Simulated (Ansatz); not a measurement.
Rows from a G0W0 calculation on MoTe2/MoTe2 (multilayer of trigonal-prismatic sheets) (Ansatz 0.2.0; G0W0 on PBEsol, plane waves, PAW; 9×9×1 mesh, 238 empty bands, screening to 38 eV), in eV. Spin-orbit coupling is left out.

```csv
row,Σx,Σc,Vxc,Z
A,-18.05,0.84,-17.72,0.74
B,-19.95,1.34,-19.24,0.73
C,-12.72,-3.48,-17.07,0.73
D,-13.78,-3.01,-17.64,0.73
E,-13.53,-3.31,-17.71,0.73
F,-18.39,1.11,-17.80,0.72
```

**Question.** Which rows are filled states and which are empty ones, and how can one tell?

Filled: A, B and F. Empty: C, D and E. The sign of Σc tells: for a filled state bare exchange, which holds its interaction with itself, lies below Vxc (Σx − Vxc is -0.3 eV or lower here) and screening gives part back as a positive Σc. For an empty state Σx lies above Vxc (+3.9 eV or more) and the Coulomb hole leaves Σc negative.

[Paths, hosts, dates, memory and timing lines, banners, echoed tables and standing remarks are left out of the program output.]

[Logs are printed without paths, hosts, clocks, repeated set-up lines and the standing remarks that a program may print on its own settings, such as how far it seeks lower states.]

[Runs of the session that timed out or met a known fault of the program may be left out.]

[Cells called generated may have been cut or substituted from an entry of the Crystallography Open Database or the Materials Project.]

[Hosts, paths, dates, database ids (printed as entryN), source tags and the programs' standing remarks are cut or masked in the printed files.]
